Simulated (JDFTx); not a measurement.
The system is HgTe (Coloradoite).

```xyz
2
Lattice="0.0000 3.2145 3.2145 3.2145 0.0000 3.2145 3.2145 3.2145 0.0000" Properties=species:S:1:pos:R:3 pbc="T T T"
Hg    0.0000    0.0000    0.0000
Te    4.8217    4.8217    4.8217
```

Below is the output of JDFTx 1.7.0 (patched build) for this cell. Logs are shortened: lines on timing, memory, paths and dates and some standing lists are left out, and cuts for length are marked.

```text
*************** JDFTx 1.7.0 (patched build) ***************

Input parsed successfully to the following command list (including defaults):
[... the input with its defaults ...]

---------- Initializing the Grid ----------
R =
[            0      6.07452      6.07452  ]
[      6.07452            0      6.07452  ]
[      6.07452      6.07452            0  ]
unit cell volume = 448.298
G =
[  -0.517175   0.517175   0.517175  ]
[   0.517175  -0.517175   0.517175  ]
[   0.517175   0.517175  -0.517175  ]
Minimum fftbox size, Smin = [  72  72  72  ]
Chosen fftbox size, S = [  72  72  72  ]

---------- Initializing tighter grid for wavefunction operations ----------
R =
[            0      6.07452      6.07452  ]
[      6.07452            0      6.07452  ]
[      6.07452      6.07452            0  ]
unit cell volume = 448.298
G =
[  -0.517175   0.517175   0.517175  ]
[   0.517175  -0.517175   0.517175  ]
[   0.517175   0.517175  -0.517175  ]
Minimum fftbox size, Smin = [  52  52  52  ]
Chosen fftbox size, S = [  54  54  54  ]

---------- Exchange Correlation functional ----------
Initalized Slater LDA exchange.
Initalized Perdew-Wang LDA correlation.

---------- Setting up pseudopotentials ----------
Width of ionic core gaussian charges (only for fluid interactions / plotting) set to 0

Reading pseudopotential file 'pseudo/Hg.upf':
  'Hg' pseudopotential, 'SLA  PW   NOGX NOGC' functional
  Generated using ONCVPSP code by D. R. Hamann
  20 valence electrons, 4 orbitals, 7 projectors, 1001 radial grid points, with lMax = 3
    5S    l: 0   occupation:  2.0   eigenvalue: -4.356959
    5P    l: 1   occupation:  6.0   eigenvalue: -2.453404
    5D    l: 2   occupation: 10.0   eigenvalue: -0.370031
    6S    l: 0   occupation:  2.0   eigenvalue: -0.261959
  Core radius for overlap checks: 1.57 bohrs.

Reading pseudopotential file 'pseudo/Te.upf':
  'Te' pseudopotential, 'SLA  PW   NOGX NOGC' functional
  Generated using ONCVPSP code by D. R. Hamann
  16 valence electrons, 3 orbitals, 6 projectors, 1001 radial grid points, with lMax = 2
    4D    l: 2   occupation: 10.0   eigenvalue: -1.532468
    5S    l: 0   occupation:  2.0   eigenvalue: -0.564382
    5P    l: 1   occupation:  4.0   eigenvalue: -0.224579
  Core radius for overlap checks: 2.04 bohrs.

Initialized 2 species with 2 total atoms.

Folded 50 k-points by 1x1x1 to 50 k-points.

---------- Setting up k-points, bands, fillings ----------
No reducable k-points.
Computing the number of bands and number of electrons
Calculating initial fillings.
nElectrons:  36.000000   nBands: 25   nStates: 50

----- Setting up reduced wavefunction bases (one per k-point) -----
average nbasis = 5422.740 , ideal nbasis = 5416.901

---------- Setting up ewald sum ----------
Optimum gaussian width for ewald sums = 2.758944 bohr.
Real space sum over 1331 unit cells with max indices [  5  5  5  ]
Reciprocal space sum over 2197 terms with max indices [  6  6  6  ]

---------- Allocating electronic variables ----------
Reading n from file 'run.n' ... done
Initializing wave functions:  linear combination of atomic orbitals
Note: number of bands (25) exceeds available atomic orbitals (19)

----------- Band structure minimization -------------
Minimization will be done independently for each quantum number.

---- Minimization of quantum number:     0  [ +0.0000000 +0.0000000 +0.0000000 ]  0.040000000 ----
BandDavidson: Iter:   0  Eband: -0.349575221475319
BandDavidson: Iter:   1  Eband: -0.404798635531193  dEband: -5.522341e-02
BandDavidson: Iter:   2  Eband: -0.410949225839368  dEband: -6.150590e-03
BandDavidson: Iter:   3  Eband: -0.411498845391278  dEband: -5.496196e-04
[... 642 lines of inner loops ...]
BandDavidson: Iter:   9  Eband: -0.402180421550337  dEband: -1.566609e-06
BandDavidson: Iter:  10  Eband: -0.402180992964223  dEband: -5.714139e-07
BandDavidson: Converged (dEband<1.000000e-06)
	FillingsUpdate:  mu: +0.325461235  nElectrons: 36.000000
WARNING: these k-points are no uniform mesh, so that mu and the fillings of partly filled bands are only those of these points: take mu from the calculation that made the density or potential.

Dumping 'bands.eigStats' ...
	eMin: -3.913847 at state 0 ( [ +0.000000 +0.000000 +0.000000 ] spin 0 )
	HOMO: +0.323683 at state 0 ( [ +0.000000 +0.000000 +0.000000 ] spin 0 )
	mu  : +0.325461
	LUMO: +0.337676 at state 21 ( [ +0.083333 +0.083333 +0.083333 ] spin 0 )
	eMax: +0.768135 at state 6 ( [ +0.428571 +0.000000 +0.428571 ] spin 0 )
	HOMO-LUMO gap: +0.013993
	Optical gap  : +0.015290 at state 19 ( [ +0.046875 +0.046875 +0.093750 ] spin 0 )
Done!
[note: mu, HOMO and LUMO in a band run belong to the points of the path alone and aren't those of the crystal]
```

What input gives this log?

Band structure with LDA, no spin polarisation. The files as run (others can give the same):

bands.in
```
lattice \
    0.0000000000     3.2145000000     3.2145000000 \
    3.2145000000     0.0000000000     3.2145000000 \
    3.2145000000     3.2145000000     0.0000000000
latt-scale 1.889726124626 1.889726124626 1.889726124626
coords-type Lattice
ion Hg     0.0000000000     0.0000000000     0.0000000000 1
ion Te     0.7500000000     0.7500000000     0.7500000000 1

ion-species pseudo/Hg.upf
ion-species pseudo/Te.upf
elec-cutoff 40 320
elec-ex-corr lda-PW
elec-smearing Fermi 0.0018374661
elec-n-bands 25
electronic-minimize nIterations 30 energyDiffThreshold 1e-06
davidson-band-ratio 1.3
forces-output-coords Cartesian
include path.kpoints
symmetries none
fix-electron-density run.$VAR

dump-name bands.$VAR
dump End Ecomponents EigStats BandEigs Kpoints Forces
```

path.kpoints
```
kpoint +0.0000000000 +0.0000000000 +0.0000000000 0.020000000000
kpoint +0.0714285714 +0.0000000000 +0.0714285714 0.020000000000
kpoint +0.1428571429 +0.0000000000 +0.1428571429 0.020000000000
kpoint +0.2142857143 +0.0000000000 +0.2142857143 0.020000000000
kpoint +0.2857142857 +0.0000000000 +0.2857142857 0.020000000000
kpoint +0.3571428571 +0.0000000000 +0.3571428571 0.020000000000
kpoint +0.4285714286 +0.0000000000 +0.4285714286 0.020000000000
kpoint +0.5000000000 +0.0000000000 +0.5000000000 0.020000000000
kpoint +0.5000000000 +0.0833333333 +0.5833333333 0.020000000000
kpoint +0.5000000000 +0.1666666667 +0.6666666667 0.020000000000
kpoint +0.5000000000 +0.2500000000 +0.7500000000 0.020000000000
kpoint +0.4375000000 +0.3125000000 +0.7500000000 0.020000000000
kpoint +0.3750000000 +0.3750000000 +0.7500000000 0.020000000000
kpoint +0.3281250000 +0.3281250000 +0.6562500000 0.020000000000
kpoint +0.2812500000 +0.2812500000 +0.5625000000 0.020000000000
kpoint +0.2343750000 +0.2343750000 +0.4687500000 0.020000000000
kpoint +0.1875000000 +0.1875000000 +0.3750000000 0.020000000000
kpoint +0.1406250000 +0.1406250000 +0.2812500000 0.020000000000
kpoint +0.0937500000 +0.0937500000 +0.1875000000 0.020000000000
kpoint +0.0468750000 +0.0468750000 +0.0937500000 0.020000000000
kpoint +0.0000000000 +0.0000000000 +0.0000000000 0.020000000000
kpoint +0.0833333333 +0.0833333333 +0.0833333333 0.020000000000
kpoint +0.1666666667 +0.1666666667 +0.1666666667 0.020000000000
kpoint +0.2500000000 +0.2500000000 +0.2500000000 0.020000000000
kpoint +0.3333333333 +0.3333333333 +0.3333333333 0.020000000000
kpoint +0.4166666667 +0.4166666667 +0.4166666667 0.020000000000
kpoint +0.5000000000 +0.5000000000 +0.5000000000 0.020000000000
kpoint +0.5250000000 +0.4500000000 +0.5250000000 0.020000000000
kpoint +0.5500000000 +0.4000000000 +0.5500000000 0.020000000000
kpoint +0.5750000000 +0.3500000000 +0.5750000000 0.020000000000
kpoint +0.6000000000 +0.3000000000 +0.6000000000 0.020000000000
kpoint +0.6250000000 +0.2500000000 +0.6250000000 0.020000000000
kpoint +0.5625000000 +0.2500000000 +0.6875000000 0.020000000000
kpoint +0.5000000000 +0.2500000000 +0.7500000000 0.020000000000
kpoint +0.5000000000 +0.2916666667 +0.7083333333 0.020000000000
kpoint +0.5000000000 +0.3333333333 +0.6666666667 0.020000000000
kpoint +0.5000000000 +0.3750000000 +0.6250000000 0.020000000000
kpoint +0.5000000000 +0.4166666667 +0.5833333333 0.020000000000
kpoint +0.5000000000 +0.4583333333 +0.5416666667 0.020000000000
kpoint +0.5000000000 +0.5000000000 +0.5000000000 0.020000000000
kpoint +0.4791666667 +0.4791666667 +0.5416666667 0.020000000000
kpoint +0.4583333333 +0.4583333333 +0.5833333333 0.020000000000
kpoint +0.4375000000 +0.4375000000 +0.6250000000 0.020000000000
kpoint +0.4166666667 +0.4166666667 +0.6666666667 0.020000000000
kpoint +0.3958333333 +0.3958333333 +0.7083333333 0.020000000000
kpoint +0.3750000000 +0.3750000000 +0.7500000000 0.020000000000
kpoint +0.6250000000 +0.2500000000 +0.6250000000 0.020000000000
kpoint +0.5833333333 +0.1666666667 +0.5833333333 0.020000000000
kpoint +0.5416666667 +0.0833333333 +0.5416666667 0.020000000000
kpoint +0.5000000000 +0.0000000000 +0.5000000000 0.020000000000
```

Potentials or basis: PseudoDojo-SR-LDA-0.4.1-standard with smoothed tails.
Run with:
```bash
$ jdftx -c 1 -i bands.in -o bands.out
```

Caveat: spin-orbit coupling is left out, which moves the levels of the heavy elements.
